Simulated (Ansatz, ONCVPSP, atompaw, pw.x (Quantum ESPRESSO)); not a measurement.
**Which Si potential is closest to all-electron in the diamond crystal?**

All use PBEsol, scalar-relativistic, no spin, cutoffs from each file’s atomic test, pw.x 7.5; 9³ k-points, Fermi–Dirac smearing 0.01 Ry. Δ is the rms difference from all-electron LAPW of the E(V) curves that follow from fits to the pressures, over ±6 % in volume. Mesh and smearing are coarse and serve the comparison alone. The files are a selection: those with a ghost or negative overlap were mostly not run, and those with noisy or unconverged pressures or nearly equal Δ are left out.

All-electron: a0 = 5.432 Å (V0 = 20.04 Å³/atom), B0 = 93.4 GPa.

(1) Rank them by Δ, smallest first.
A. PAW, atompaw 4.2.0.5, PBEsol; core [Ne], reference 3s2 3p2; waves: 3s (bound): rc 2.25 bohr; 3s channel at 1.15 Ry: rc 2.25 bohr; 3p (bound): rc 2.25 bohr; 3p channel at 2.8 Ry: rc 2.25 bohr; local part: bessel scheme, radius 1.45 bohr; core correction: smooth core density matched at 1.50 bohr; augmentation: besselshape compensation charge, radius 1.85 bohr; PAW radius 2.25 bohr; waves and projectors: custom polynom2 7 10 vanderbiltortho.
B. PAW, atompaw 4.2.0.5, PBEsol; core [Ne], reference 3s2 3p2; waves: 3s (bound): rc 2.25 bohr; 3s channel at 0.25 Ry: rc 1.45 bohr; 3p (bound): rc 2.25 bohr; 3p channel at 1.95 Ry: rc 2.25 bohr; 3d channel at 0.05 Ry: rc 1.90 bohr; 3d channel at 2.45 Ry: rc 1.90 bohr; local part: ultrasoft scheme with l = 3 at 0.5 Ry, radius 1.70 bohr; core correction: smooth core density matched at 1.55 bohr; augmentation: sinc compensation charge, radius 1.95 bohr; PAW radius 2.25 bohr; waves and projectors: custom rrkj vanderbiltortho.
C. PAW, atompaw 4.2.0.5, PBEsol; core [Ne], reference 3s1 3p3; waves: 3s (bound): rc 1.75 bohr; 3s channel at 3.8 Ry: rc 2.50 bohr; 3p (bound): rc 2.50 bohr; 3p channel at 0.25 Ry: rc 2.50 bohr; 3d channel at 0.45 Ry: rc 2.50 bohr; 3d channel at 2.15 Ry: rc 1.95 bohr; local part: bessel scheme, radius 1.70 bohr; core correction: smooth core density matched at 2.25 bohr; augmentation: sinc compensation charge, radius 2.50 bohr; PAW radius 2.50 bohr; waves and projectors: custom polynom2 7 10 vanderbiltortho.
D. optimised norm-conserving Vanderbilt (ONCV), ONCVPSP 4.0.1.1 (patched build), PBEsol; core [Ne], reference 3s2 3p2; waves: 3s: rc 1.55 bohr, ncon 4, nbas 8, qcut 5 1/bohr, 1 projector; 3p: rc 2.15 bohr, ncon 5, nbas 10, qcut 3.5 1/bohr, 3 projectors, debl 3.3 Ha; d scattering state at 0.14 Ha: rc 1.90 bohr, ncon 5, nbas 9, qcut 4.2 1/bohr, 2 projectors, debl 4 Ha; local part: polynomial inside 1.10 bohr (lpopt 5, dvloc0 6 Ha); core correction: none.

## Answers

(1) B (0.3 meV/atom), D (0.7 meV/atom), C (1.2 meV/atom), A (9.2 meV/atom).
